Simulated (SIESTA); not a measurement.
**MnS under changes of volume**

One of the cells (17.667 Å³/atom); the others are scaled copies at fixed shape and fractional positions:

```
Mn S
1.0
     0.00000    2.60450    2.60450
     2.60450    0.00000    2.60450
     2.60450    2.60450    0.00000
Mn S
1 1
Direct
  0.00000 0.00000 0.00000
  0.50000 0.50000 0.50000
```

| Item | Value |
| --- | --- |
| Program | SIESTA 5.4.2 |
| Functional | LDA |
| Potentials or basis | PseudoDojo 0.4 standard (LDA files) |
| Basis | DZP (energy shift 0.003 Ry; two zetas on semicore shells) |
| Grid cutoff | 800 Ry |
| Energy shift | 0.003 Ry |
| k mesh | 7 × 7 × 7 |
| Occupations | fermi-dirac, width 0.05 eV |
| Spin | collinear spin, ferromagnetic start |
| Starting moments | [4.0, 0.0] μB |

```csv
volume (Å³/atom),energy over the lowest point (meV/atom),pressure (GPa),moment (μB per cell)
16.607,0.00,-8.0,4.46
16.961,17.88,-8.8,4.54
17.314,38.19,-9.9,4.58
17.667,?,?,?
18.021,84.97,-11.4,4.66
18.374,110.71,-12.1,4.70
18.727,137.96,-12.7,4.73
```

Question: What does the run at 17.667 Å³/atom give?

Answer: Energy over the lowest point 60.72 meV/atom; pressure -10.7 GPa; moment 4.62 μB per cell.

Worked out: A Birch-Murnaghan fit of order 3 (a polynomial in V^(-2/3)) to the other rows has no minimum within the range. It gives 60.61 meV/atom at 17.667 Å³/atom, against the run's 60.72, and -dE/dV = -10.6 GPa, against -10.7. A parabola through the other rows of the moment, of slope 0.122 μB per Å³/atom there, gives 4.63 μB, against the run's 4.62.

Energies are extrapolated to zero smearing.

Caveats: short orbitals over semicore shells can move pressures by several GPa; the basis of atomic orbitals isn't converged, which shifts pressures, moduli and gaps; a cell with one magnetic atom can't hold antiferromagnetic order, which such compounds often take.
